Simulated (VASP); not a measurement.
SiC (Moissanite 3C): relaxation of the atoms with PBEsol

SiC (Moissanite 3C):

```
Si C
1.0
     0.00000    2.22174    2.22174
     2.22174    0.00000    2.22174
     2.22174    2.22174    0.00000
Si C
1 1
Direct
  0.00000 0.00000 0.00000
  0.25000 0.25000 0.25000
```

The cell isn't the ideal one: a relaxed cell with its volume scaled by 1.06.

```
Program                : VASP 6.6.1
Task                   : relaxation of the atoms
Functional             : PBEsol
Potentials or basis    : VASP PAW PBE potentials, release 64 (Si, C)
Cutoff                 : 600 eV
k mesh                 : 10 × 10 × 10
Occupations            : gaussian, width 0.03 eV
Spin                   : no spin polarisation
Further INCAR settings : ALGO = Fast; EDIFF = 1e-07; IBRION = 2; EDIFFG = -0.01; NSW = 40
```

```
Pressure after relaxing : -11.5 GPa
Band gap on the k mesh  : 1.28 eV, indirect (least direct gap 4.38 eV)
```

Final structure:
```xyz
2
Lattice="0.0000 2.2217 2.2217 2.2217 0.0000 2.2217 2.2217 2.2217 0.0000" Properties=species:S:1:pos:R:3 pbc="T T T"
Si    0.0000    0.0000    0.0000
C     1.1109    1.1109    1.1109
```

Levels at points of the mesh, in eV from the valence-band top:
| k point | band 1 | band 2 | band 3 | band 4 | band 5 | band 6 | band 7 | band 8 |
| --- | --- | --- | --- | --- | --- | --- | --- | --- |
| (0.00, 0.00, 0.00) | -14.97 | 0.00 | 0.00 | 0.00 | 5.51 | 6.85 | 6.85 | 6.85 |
| (0.50, 0.00, 0.00) | -11.58 | -8.28 | -1.04 | -1.04 | 4.86 | 6.91 | 6.91 | 9.60 |
| (0.50, 0.50, 0.00) | -10.18 | -7.65 | -3.10 | -3.10 | 1.28 | 4.00 | 13.29 | 13.93 |

Wall time 12 s on 1 thread of Intel(R) Xeon(R) Platinum 8488C (Sapphire Rapids) (shared host), peak memory 0.15 GiB.

Caveat: the relaxation stopped at its first step, so nothing moved; the PAW data sets were made with another functional, which shifts forces and pressure a little. A k mesh can miss the band edges.
